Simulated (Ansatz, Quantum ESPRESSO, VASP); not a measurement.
## Ag: 3 runs at one level of theory

The starting cell:

```
CELL_PARAMETERS angstrom
0.00000 2.04275 2.04275
2.04275 0.00000 2.04275
2.04275 2.04275 0.00000
ATOMIC_POSITIONS crystal
Ag 0.00000 0.00000 0.00000
```

Alike in all runs: task relaxation of cell and atoms; functional revPBE; dispersion D4; k mesh 11 × 11 × 11; occupations fermi-dirac, width 0.05 eV; no spin polarisation; no spin-orbit coupling.

```tsv
program and potentials	plane-wave cutoff (eV)	notes	equilibrium volume (Å³/atom)
Quantum ESPRESSO, PseudoDojo 0.4.1 SR PBE standard	1116	potentials made for PBE; 19 valence electrons an atom on average	16.81
VASP, PBE PAW files Ag, 600 eV	600	potentials made for PBE; 11 valence electrons an atom on average	16.81
Ansatz, all-electron LAPW, scalar-relativistic	-	-	16.85
```

The equilibrium volume spans 16.81 (Quantum ESPRESSO, PseudoDojo 0.4.1 SR PBE standard) to 16.85 Å³/atom (Ansatz, all-electron LAPW, scalar-relativistic), with all-electron results at 16.85. Relaxations stop with a little pressure left, so the last digit of a volume isn't settled.

The functional is the same throughout but for its coding, so the spread measures potentials, basis and numerics; runs on potential files found faulty are left out.
